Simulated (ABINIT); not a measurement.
The system is HfN.

```
CELL_PARAMETERS angstrom
0.00000 2.25600 2.25600
2.25600 0.00000 2.25600
2.25600 2.25600 0.00000
ATOMIC_POSITIONS crystal
Hf 0.00000 0.00000 0.00000
N 0.50000 0.50000 0.50000
```

Program: ABINIT 10.8.3 (patched build). Alike in all runs: potentials or basis JTH PAW PBE v2.0; no spin polarisation; cell as given; smearing fermi-dirac 0.05 eV. Hardware: 1 thread of Arm Neoverse V1, with other jobs on the host.

Q: Order these runs on this cell by their wall time, lowest first.
A. task band structure; level PBE; k mesh 10 × 10 × 10; cutoff (eV) 707; fine-grid cutoff 1306.15 eV; mesh quality not flagged
B. task single point; level r2SCAN; k mesh 13 × 13 × 13; cutoff (eV) 844; fine-grid cutoff 1442.2 eV; mesh quality not flagged
C. task single point; level PBEsol; k mesh 6 × 6 × 6; cutoff (eV) 707; fine-grid cutoff 1306.15 eV; mesh quality coarse
D. task single point; level PBE; k mesh 4 × 4 × 4; cutoff (eV) 707; fine-grid cutoff 1306.15 eV; mesh quality coarse

A: D (6.7 s), C (21 s), A (77 s), B (200 s).

Caveats: some runs use coarse meshes.
